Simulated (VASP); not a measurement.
# Y in VASP: relaxation of the atoms with PBE+D3

Aim: the relaxation of the atoms of Y with PBE+D3.

Program: VASP 6.6.1. These are calculated values, not measurements. Logs are shortened: lines on timing, memory, paths and dates and some standing lists are left out, and cuts for length are marked.

**1. The undisturbed crystal**

The cell holds a slab with vacuum, 3 atoms: a = 3.651 Å, b = 3.651 Å, c = 20.747 Å, α = 90.00°, β = 90.00°, γ = 120.00°.

The slab is cut from a database's or a generator's crystal, which needn't be the stable form of the element.

**2. Relaxation of the atoms, PBE+D3 (the (0 0 1) slab of Y, cut from the database cell, not relaxed)**

INCAR

```
PREC = Accurate
ENCUT = 520
EDIFF = 1E-6
ISMEAR = 0
SIGMA = 0.05
LREAL = False
LASPH = True
NELM = 80
ALGO = Normal
ISIF = 2
LWAVE = False
LCHARG = False
LDIPOL = True
IDIPOL = 3
DIPOL = 0.5 0.5 0.500
GGA = PE
IVDW = 11
IBRION = 2
NSW = 60
EDIFFG = -0.01
```

KPOINTS

```
Automatic mesh
0
Gamma
  8 8 1
```

POSCAR

```
Y
1.0
    3.6514992371      0.0000000000      0.0000000000
   -1.8257496186      3.1622911012      0.0000000000
    0.0000000000      0.0000000000     20.7474000000
Y
3
Selective dynamics
Direct
    0.3333333333      0.6666666666      0.3614910784  F F F
    0.6666666667      0.3333333334      0.5000000000  T T T
    0.3333333333      0.6666666666      0.6385089216  T T T
```

Potentials or basis: VASP PAW PBE potentials, release 64 (Y_sv).

Launch:

```console
> cat potpaw_PBE.64/Y_sv/POTCAR > POTCAR
> mpirun -np 1 vasp_std > vasp.out
```

OUTCAR:

```text
PREC = Accurate
   ENCUT = 520
   EDIFF = 1E-6
   ISMEAR = 0
   LREAL = False
   LASPH = True
   NELM = 80
   ISIF = 2
   GGA = PE
   IVDW = 11
   IBRION = 2
   NSW = 60
   EDIFFG = -0.01
 IVDW          = 11

 ion  position               nearest neighbor table
   1  0.333  0.667  0.361-   2 3.56   2 3.56   2 3.56
   2  0.667  0.333  0.500-   1 3.56   3 3.56   1 3.56   3 3.56   1 3.56   3 3.56
   3  0.333  0.667  0.639-   2 3.56   2 3.56   2 3.56

  LATTYP: Found a hexagonal cell.
 ALAT       =     3.6514992371
 C/A-ratio  =     5.6818853443

  Lattice vectors:

 A1 = (   3.6514992371,   0.0000000000,   0.0000000000)
 A2 = (  -1.8257496186,   3.1622911012,   0.0000000000)
 A3 = (   0.0000000000,   0.0000000000,  20.7474000000)

Analysis of symmetry for initial positions (statically):
=====================================================================
 Subroutine PRICEL returns:
 Original cell was already a primitive cell.

 Routine SETGRP: Setting up the symmetry group for a
 hexagonal supercell.

 Subroutine GETGRP returns: Found 12 space group operations
 (whereof 12 operations were pure point group operations)
 out of a pool of 24 trial point group operations.

The static configuration has the point symmetry D_3h.

Analysis of symmetry for dynamics (positions and initial velocities):
=====================================================================
 Subroutine PRICEL returns:
 Original cell was already a primitive cell.

 Routine SETGRP: Setting up the symmetry group for a
 hexagonal supercell.

 Subroutine GETGRP returns: Found 12 space group operations
 (whereof 12 operations were pure point group operations)
 out of a pool of 24 trial point group operations.

The dynamic configuration has the point symmetry D_3h.

Analysis of constrained symmetry for selective dynamics:
=====================================================================
 Subroutine PRICEL returns:
 Original cell was already a primitive cell.

 Routine SETGRP: Setting up the symmetry group for a
 hexagonal supercell.

 Subroutine GETGRP returns: Found  6 space group operations
 (whereof  6 operations were pure point group operations)
 out of a pool of 24 trial point group operations.

The constrained configuration has the point symmetry C_3v.

 Subroutine INISYM returns: Found  6 space group operations
 (whereof  6 operations are pure point group operations),
 and found     1 'primitive' translations

----------------------------------------------------------------------------------------

                                     Primitive cell

  volume of cell :     239.5724

  direct lattice vectors                    reciprocal lattice vectors
     3.651499237  0.000000000  0.000000000     0.273860115  0.158113211  0.000000000
    -1.825749619  3.162291101  0.000000000     0.000000000  0.316226422  0.000000000
     0.000000000  0.000000000 20.747400000     0.000000000  0.000000000  0.048198810

  length of vectors
     3.651499237  3.651499237 20.747400000     0.316226422  0.316226422  0.048198810

  position of ions in fractional coordinates (direct lattice)
     0.333333333  0.666666667  0.361491078
     0.666666667  0.333333333  0.500000000
     0.333333333  0.666666667  0.638508922

  ion indices of the primitive-cell ions
   primitive index   ion index
                 1           1
                 2           2
                 3           3

----------------------------------------------------------------------------------------

 KPOINTS: Automatic mesh

Automatic generation of k-mesh.
 Grid dimensions read from file:
 generate k-points for:    8    8    1

 Generating k-lattice:

  Cartesian coordinates                     Fractional coordinates (reciprocal lattice)
     0.034232514  0.019764151  0.000000000     0.125000000  0.000000000  0.000000000
     0.000000000  0.039528303  0.000000000     0.000000000  0.125000000  0.000000000
     0.000000000  0.000000000  0.048198810     0.000000000  0.000000000  1.000000000

[... 25 lines left out ...]
   total plane-waves  NPLWV = 125440
   dimension x,y,z NGX =    28 NGY =   28 NGZ =  160
   dimension x,y,z NGXF=    56 NGYF=   56 NGZF=  320
   ions per type =               3
   NGX,Y,Z   is equivalent  to a cutoff of  12.75, 12.75, 12.82 a.u.
   NGXF,Y,Z  is equivalent  to a cutoff of  25.50, 25.50, 25.64 a.u.
 SYSTEM =  unknown system
   PREC   = accura    normal or accurate (medium, high low for compatibility)
   ISTART =      0    job   : 0-new  1-cont  2-samecut
   ICHARG =      2    charge: 1-file 2-atom 10-const
   ISPIN  =      1    spin polarized calculation?
   LNONCOLLINEAR =      F non collinear calculations
   LSORBIT =      F    spin-orbit coupling
   LASPH  =      T    aspherical Exc in radial PAW
   ENCUT  =  520.0 eV  38.22 Ry    6.18 a.u.   6.79  6.79 38.58*2*pi/ulx,y,z
   NELM   =     80;   NELMIN=  2; NELMDL= -5     # of ELM steps
   EDIFF  = 0.1E-05   stopping-criterion for ELM
   LREAL  =      F    real-space projection
   EDIFFG = -.1E-01   stopping-criterion for IOM
   NSW    =     60    number of steps for IOM
   IBRION =      2    ionic relax: 0-MD 1-quasi-New 2-CG
   NFREE  =      1    steps in history (QN), initial steepest desc. (CG)
   ISIF   =      2    stress and relaxation
   ISYM   =      2    0-nonsym 1-usesym 2-fastsym
   POTIM  = 0.5000    time-step for ionic-motion
   TEBEG  =    0.0;   TEEND  =   0.0 temperature during run
   PSTRESS=    0.0 pullay stress
   NELECT =      33.0000    total number of electrons
   NUPDOWN=      -1.0000    fix difference up-down
   EMIN   =  10.00;   EMAX   =-10.00  energy-range for DOS
   EFERMI =   0.00;   METHOD = LEGACY
   ISMEAR =     0;   SIGMA  =   0.05  broadening in eV -4-tet -1-fermi 0-gaus
   EFERMI_NEDOS =   21; number of points for ismear=-14 and -15
   IALGO  =     38    algorithm
   IMIX   =      4    mixing-type and parameters
     AMIX     =   0.40;   BMIX     =  1.00
     AMIX_MAG =   1.60;   BMIX_MAG =  1.00
  volume/ion in A,a.u.               =      79.86       538.90
  Fermi-wavevector in a.u.,A,eV,Ry     =   0.845475  1.597715  9.725816  0.714827
  Thomas-Fermi vector in A             =   1.960669
   LORBIT       =      0    0 simple, 1 ext, 2 COOP (PROOUT), +10 PAW based schemes
   GGA     = PE    functional components
   LHFCALC =     F    Hartree Fock is set to
   AEXX    =    0.0000 exact exchange contribution
   IVDW    =    11    specifies the selected vdW correction
   LEPSILON=     F    determine dielectric tensor
   LRPA    =     F    only Hartree local field effects (RPA)
 conjugate gradient relaxation of ions
 non-spin polarized calculation
 Gauss-broadening in eV      SIGMA  =   0.05
  energy-cutoff  :      520.00
  volume of cell :      239.57
 maximum number of plane-waves:      6470
 NGX is ok and might be reduce to    28
   NGX = 13   NGY = 13   NGZ = 77

--------------------------------------- Ionic step        1  -------------------------------------------

 number of electron      33.0000001 magnetization

 Free energy of the ion-electron system (eV)
  ---------------------------------------------------
  ext. energy  EPLUGINS =         0.00000000
  ---------------------------------------------------
  free energy    TOTEN  =       -17.84518149 eV

  energy without entropy =      -17.83703160  energy(sigma->0) =      -17.84110655

------------------------ aborting loop because EDIFF is reached ----------------------------------------

 Edisp (eV)   -0.48182

 E8    (eV) :    -0.3197
[... 108 lines left out ...]
  FREE ENERGIE OF THE ION-ELECTRON SYSTEM (eV)
  ---------------------------------------------------
  free  energy   TOTEN  =       -18.3386327057 eV

  energy  without entropy=      -18.3300054196  energy(sigma->0) =      -18.33431906

[... ionic steps 4 to 7 ...]

--------------------------------------- Ionic step        8  -------------------------------------------

 number of electron      33.0000001 magnetization

------------------------ aborting loop because EDIFF is reached ----------------------------------------

 vacuum level on the upper side and lower side of the slab       (xc-potential included)         0.001        -0.021

 Edisp (eV)   -0.50379

 E8    (eV) :    -0.3379

  FORCE on cell =-STRESS in cart. coord.  units (eV):
  Direction    XX          YY          ZZ          XY          YZ          ZX
  --------------------------------------------------------------------------------------
  -------------------------------------------------------------------------------------
  Total      -1.35065    -1.35065     0.36288     0.00000     0.00000     0.00000
  in kB      -9.03266    -9.03266     2.42684     0.00000     0.00000     0.00000
  external pressure =       -5.21 kB  Pullay stress =        0.00 kB
[... 59 lines left out ...]
  FREE ENERGIE OF THE ION-ELECTRON SYSTEM (eV)
  ---------------------------------------------------
  free  energy   TOTEN  =       -18.3687677215 eV

  energy  without entropy=      -18.3622615599  energy(sigma->0) =      -18.36551464

 dipolmoment           0.000000      0.000000      0.000200 electrons x Angstroem

--------------------------------------- Ionic step       10  -------------------------------------------

 number of electron      33.0000002 magnetization

 dipolmoment           0.000000      0.000000     -0.000214 electrons x Angstroem

 Free energy of the ion-electron system (eV)
  ---------------------------------------------------
  ext. energy  EPLUGINS =         0.00000000
  ---------------------------------------------------
  free energy    TOTEN  =       -17.86864913 eV

  energy without entropy =      -17.86229893  energy(sigma->0) =      -17.86547403

 E-fermi :  -0.5465     XC(G=0):  -4.7218

 val. band max:       -0.5621102486   @ k =   0.1250   0.1250   0.0000
 cond. band min:      -0.5134319694   @ k =   0.3750   0.2500   0.0000
 fundamental gap:      0.0486782791
 Fermi energy:        -0.5465414696

 k-point     1 :       0.0000    0.0000    0.0000
  band No.  band energies     occupation
      1     -43.6399      2.00000
      2     -43.6361      2.00000
      3     -42.8478      2.00000
      4     -23.7513      2.00000
      5     -23.6762      2.00000
      6     -23.4122      2.00000
[... 219 lines left out ...]
     19      -0.0445      0.00000
     20      -0.0303      0.00000

------------------------ aborting loop because EDIFF is reached ----------------------------------------

 vacuum level on the upper side and lower side of the slab       (xc-potential included)        -0.256        -0.204

 Edisp (eV)   -0.50017

 E8    (eV) :    -0.3348

  FORCE on cell =-STRESS in cart. coord.  units (eV):
  Direction    XX          YY          ZZ          XY          YZ          ZX
  --------------------------------------------------------------------------------------
  -------------------------------------------------------------------------------------
  Total      -1.45462    -1.45462    -0.00134     0.00000     0.00000    -0.00000
  in kB      -9.72798    -9.72798    -0.00894     0.00000     0.00000    -0.00000
  external pressure =       -6.49 kB  Pullay stress =        0.00 kB
[... 18 lines left out ...]
  FREE ENERGIE OF THE ION-ELECTRON SYSTEM (eV)
  ---------------------------------------------------
  free  energy   TOTEN  =       -18.3688162456 eV

  energy  without entropy=      -18.3624660456  energy(sigma->0) =      -18.36564115

 reached required accuracy - stopping structural energy minimisation

 vacuum level on the upper side and lower side of the slab         2.495         2.514
```

Wall time 20 min (1 thread of Intel Xeon Platinum 8259CL at 2.50GHz (Skylake/Cascade Lake), shared host); peak memory 0.39 GiB.

What came out:

```yaml
Free_energy: -18.3688 eV
Energy_gained_by_relaxing: 13.9 meV/atom
Ionic_steps: 10
Band_gap_on_the_k_mesh: none (metal or under the smearing width)
Dispersion_energy_per_atom: -0.167 eV
```

The path:
```
step  energy change (eV)  largest force (eV/Å)  pressure (GPa)
   1              0.0000                0.2668           -1.25
   2             -0.0033                0.2653           -1.22
   3             -0.0116                0.2629           -1.15
   4             -0.0205                0.2618           -0.99
   5             -0.0209                0.2676           -0.94
   6             -0.0259                0.2385           -0.91
   7             -0.0371                0.1402           -0.79
   8             -0.0385                0.1304           -0.52
   9             -0.0418                0.0186           -0.66
  10             -0.0418                0.0079           -0.65
```

Final structure:
```xyz
3
Lattice="3.6515 0.0000 0.0000 -1.8257 3.1623 0.0000 0.0000 0.0000 20.7474" Properties=species:S:1:pos:R:3 pbc="T T T"
Y     0.0000    2.1082    7.5000
Y     1.8258    1.0541   10.2266
Y     0.0000    2.1082   12.9494
```
